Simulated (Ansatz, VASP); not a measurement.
## Two plane-wave programs on FeSi

```xyz
2
Lattice="2.6572 0.0000 0.0000 0.0000 2.6572 0.0000 0.0000 0.0000 2.6572" Properties=species:S:1:pos:R:3 pbc="T T T"
Fe    0.0000    0.0000    0.0000
Si    1.3286    1.3286    1.3286
```

Alike in both runs: task single point; functional PBEsol; k mesh 16 × 16 × 16; occupations gaussian, width 0.05 eV; no spin polarisation.

|  | VASP | Ansatz |
| --- | --- | --- |
| version | VASP 6.6.1 | Ansatz 0.2.0 |
| potentials or method | VASP PAW PBE potentials, release 64 (Fe, Si) | scalar-relativistic, plane waves, PAW |
| plane-wave cutoff (eV) | 520 | 420 |
| valence electrons in the cell | 12 | 20 |

|  | VASP | Ansatz | Ansatz less VASP |
| --- | --- | --- | --- |
| gap on the k mesh at the Fermi level (eV) | none | none | - |
| pressure (GPa) | 26.7 | 25.5 | -1.23 |

A gap of «none» marks a metal or a gap that the smearing closes. The two sets of potentials don't hold the same shells in valence.

Caveats: so large a pressure means that the cell lies far from this level's equilibrium, or that cutoff or potentials fall short (VASP); the potentials were made for another functional, which shifts forces and pressure (VASP). Spin polarisation is off, so any magnetic state and its effect on volume and gap are missing.
